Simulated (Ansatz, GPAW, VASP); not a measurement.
ZnO: programs and potentials compared

```xyz
4
Lattice="3.2493 0.0000 0.0000 -1.6247 2.8140 0.0000 0.0000 0.0000 5.2057" Properties=species:S:1:pos:R:3 pbc="T T T"
Zn    1.6247    0.9380    0.0000
Zn    0.0000    1.8760    2.6029
O     0.0000    1.8760    4.5759
O     1.6247    0.9380    1.9730
```

Alike in all runs: task single point; functional PBE; k mesh 9 × 9 × 5; occupations gaussian, width 0.012 eV; no spin polarisation; no spin-orbit coupling. Pressure is positive in compression and, in plane waves, holds the error of the finite cutoff, which Ansatz's Pulay term estimates and takes out.

```json
{"program and potentials": "Ansatz, Ansatz PAW", "plane-wave cutoff (eV)": "420", "notes": "Pulay term of +0.74 GPa included", "pressure (GPa)": "4.92", "largest force (eV/Å)": "0.070"}
{"program and potentials": "VASP, PBE PAW files O, Zn, 520 eV", "plane-wave cutoff (eV)": "520", "notes": "-", "pressure (GPa)": "5.91", "largest force (eV/Å)": "0.074"}
{"program and potentials": "GPAW, GPAW PAW data sets (gpaw-data 1.2.1)", "plane-wave cutoff (eV)": "800", "notes": "-", "pressure (GPa)": "5.07", "largest force (eV/Å)": "0.073"}
```

Force on atom 2 (Zn), eV/Å:

| program and potentials | x | y | z |
| --- | --- | --- | --- |
| Ansatz, Ansatz PAW | 0.000 | 0.000 | -0.070 |
| VASP, PBE PAW files O, Zn, 520 eV | 0.000 | 0.000 | -0.074 |
| GPAW, GPAW PAW data sets (gpaw-data 1.2.1) | 0.000 | 0.000 | -0.073 |

The pressure spans 4.92 (Ansatz, Ansatz PAW) to 5.91 GPa (VASP, PBE PAW files O, Zn, 520 eV).

The functional is the same throughout but for its coding, so the spread measures potentials, basis and numerics; runs on potential files found faulty are left out.
